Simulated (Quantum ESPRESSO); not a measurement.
Sr:

```
CELL_PARAMETERS angstrom
0.00000 3.04235 3.04235
3.04235 0.00000 3.04235
3.04235 3.04235 0.00000
ATOMIC_POSITIONS crystal
Sr 0.00000 0.00000 0.00000
```

- Program: Quantum ESPRESSO 7.5
- Task: single point
- Functional: PBE
- Potentials or basis: SSSP 1.3 efficiency PBE
- Cutoff: 748 eV
- Density cutoff: 5987 eV
- k mesh: 8 × 8 × 8
- Occupations: fermi-dirac, width 0.05 eV
- Spin: no spin polarisation

On this cell: pressure -0.3 GPa; band gap on the k mesh none (metal or under the smearing width).

The same run follows on a disturbed copy (cell strained at random at fixed volume):

```
Sr
1.0
     0.06610    3.01958    2.96526
     3.13463    0.00753    3.02383
     3.12896    3.07248    0.01320
Sr
1
Direct
  0.99000 0.99567 0.01497
```

What does the disturbed cell give?

The energy (extrapolated to zero smearing) moves by +3.3 meV/atom; pressure -0.3 GPa; band gap on the k mesh none (metal or under the smearing width).

Stress tensor (GPa, compression positive):
```
-0.42 -0.23 -0.28
-0.23 -0.29  0.19
-0.28  0.19 -0.21
```
